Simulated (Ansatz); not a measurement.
The following input was run with Ansatz 0.2.0.

```yaml
crystal:
  lattice:
    - [0.0, 1.74050923, 1.74050923]
    - [1.74050923, 0.0, 1.74050923]
    - [1.74050923, 1.74050923, 0.0]
  atoms:
    - { symbol: C, position: [0.5, 0.5, 0.5] }
    - { symbol: C, position: [0.75, 0.75, 0.75] }
basis:
  ecutwfc: 420
kpoints:
  mp_grid: { grid: [12, 12, 12] }
hamiltonian:
  xc: pbe
scf:
  occupations: { method: gaussian, width: 0.02 }
output:
  forces: true
  stress: true
  eigenvalues: true
```

It can be run as
```bash
ansatz run input.yaml --threads 1 --pin off --backend cpu --events-out ev --progress --plain --runs-dir out  # memory cap (--max-ram) not shown
```

Level of theory: DFT PBE, scalar-relativistic, plane waves, PAW (Ansatz 0.2.0).

Abridged output:

```
Pseudopotentials: kind: paw
Pseudopotential: C, paw, valence charge 4, recommended cutoff 420 eV (normal)
Functional definition: PBE
Crystal: 2 atoms, lattice volume = 10.545 Å³
Basis set: ecut = 420 eV, 181 PW (Γ), exchange–correlation on 36×36×36 points (8 copies of the dense FFT grid, shifted against one another)
Bands: 8, of which v1, the nominal top of the filled ones, is band 4 counted from 1 (3 counted from 0)
Symmetry: 48 space group operations
Space group: Fd-3m (ITA 227), of the structure as read, at distance tolerance 2.2e-5 Å
k-points: 72 of 1728
Initial density: superposition of atomic densities (neutral atoms: chi_scale 0, normalization atom), corrected by the library's trained network
Initial wavefunctions: pseudopotential atomic-orbital guess
Functional: x = pbe(κ = 0.804, μ = 0.21951497), c = pbe(β = 0.06672455)
SCF iter   1: F=—  HF=-501.520127 eV  |F-HF|=—  |Δ(HF+E_count)|=         —  Δρ=3.33e-3  dr2=4.59e-4  ethr=1.77e-3  ⟨swp⟩=5.2  Hψ=3789  notcnv=0
SCF iter   2: F=—  HF=-501.520274 eV  |F-HF|=—  |Δ(HF+E_count)|=   1.47e-4  Δρ=1.38e-3  dr2=5.52e-5  ethr=5.73e-6  ⟨swp⟩=2.6  Hψ=1474  notcnv=0
SCF iter   3: F=—  HF=-501.520353 eV  |F-HF|=—  |Δ(HF+E_count)|=   7.91e-5  Δρ=2.41e-4  dr2=1.08e-6  ethr=6.89e-7  ⟨swp⟩=2.2  Hψ=873  notcnv=0
SCF iter   4: F=-501.520357 eV  HF=-501.520357 eV  |F-HF|=6.37e-9  |Δ(HF+E_count)|=   3.44e-6  Δρ=1.76e-5  dr2=2.06e-8  ethr=1.34e-8  ⟨swp⟩=2.4  Hψ=838  notcnv=0
SCF iter   5: F=-501.520357 eV  HF=-501.520357 eV  |F-HF|=5.65e-11  |Δ(HF+E_count)|=   3.73e-9  Δρ=2.75e-6  dr2=3.65e-10  ethr=2.57e-10  ⟨swp⟩=2.4  Hψ=872  notcnv=0
SCF iter   6: F=-501.520357 eV  HF=-501.520357 eV  |F-HF|=0.00e0  |Δ(HF+E_count)|=  1.07e-10  Δρ=4.24e-8  dr2=5.86e-14  ethr=4.56e-12  ⟨swp⟩=1.3  Hψ=1731  notcnv=0
SCF 1 converged in 6 iterations: F = -501.520357 eV  dr2 = 5.86e-14
SCF converged after 6 iterations
Free energy (F): -501.520357 eV
Harris-Foulkes:  -501.520357 eV  (|F-HF|=0.00e0)
Internal energy: -501.520357 eV  (E = F + TS)
E sigma→0 (E₀):  -501.520357 eV
Fermi energy:    16.837263 eV
--- Per-component energies (eV) ---
  E_band       = 41.848836
  E_kinetic    = 189.725092
  E_local      = -117.097557  (includes V_loc(G=0)·N_el)
  E_nonlocal   = 54.279998
  E_hartree    = 25.768859
  E_xc         = -98.763255
  E_vxc        = -122.705094  (∫ρ·V_xc dr)
  E_paw        = -198.903454  (= ΣΔE_a)
  E_vpaw       = -13.891338  (= ΣTr[D̂ρ^β])
  E_aug_tail   = 0.000018  (compensation charges beyond the density's cutoff)
  E_ewald      = -356.530058
  E_smearing   =  0.000000  (= −TS)
--- Forces (eV/Å), atoms counted from 1 ---
  atom   1  C      0.00000000     0.00000000     0.00000000
  atom   2  C      0.00000000     0.00000000     0.00000000
--- Stress (GPa, compression-positive) ---
       38.428240       0.000000       0.000000
        0.000000      38.428240       0.000000
        0.000000       0.000000      38.428240
  P = ⅓ Tr σ = 38.4282 GPa (384.282 kbar)
--- Band table (eV; the first three rows and the last of 72) ---
  k-point 0: bands = ["-7.8135", "14.6718", "14.6718", "14.6718", "20.4698", "20.4698", "20.4698", "29.6521"]
  k-point 1: bands = ["-7.6116", "13.3707", "14.3214", "14.3214", "20.9277", "20.9277", "21.2714", "29.7612"]
  k-point 2: bands = ["-7.0079", "10.7015", "13.5670", "13.5670", "21.9132", "21.9132", "22.5415", "30.0641"]
  k-point 71: bands = ["2.2865", "2.2865", "5.6930", "5.6930", "25.6234", "25.6234", "27.9384", "27.9384"]
```

Self-consistency was reached.